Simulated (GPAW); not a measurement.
**NaI: equation of state with r2SCAN+D3(BJ)**

Crystal: NaI.

```
I Na
1.0
     4.57696    0.00000    0.00000
     2.28848    3.96376    0.00000
     2.28848    1.32125    3.73707
I Na
1 1
Direct
  0.50000 0.50000 0.50000
  0.00000 0.00000 0.00000
```

* Program: GPAW 26.7.0
* Task: equation of state
* Functional: r2SCAN
* Dispersion: D3(BJ)
* Potentials or basis: GPAW PAW data sets (gpaw-data 1.2.1)
* Cutoff: 800 eV
* Basis: pw
* k mesh: 6 × 6 × 6
* Occupations: fermi-dirac, width 0.05 eV
* Spin: no spin polarisation

```json
{
 "Equilibrium volume": "32.72 Å³/atom (rough: see the caveat)",
 "Bulk modulus": "18.6 GPa (rough)"
}
```

Energy against volume, from the lowest point:
| volume (Å³/atom) | energy (meV/atom) |
| --- | --- |
| 31.865 | 1.32 |
| 32.543 | 0.00 |
| 33.221 | 0.39 |
| 33.899 | 2.29 |
| 34.577 | 5.47 |
| 35.255 | 9.91 |
| 35.933 | 15.41 |

It took 7.2 min on 1 thread of Arm Neoverse V2 (shared host), peak memory 0.76 GiB.

Caveat: the points scatter about the fit; the PAW data sets were made with another functional, which shifts forces and pressure a little. Spin-orbit coupling is left out, which matters for the levels of I.
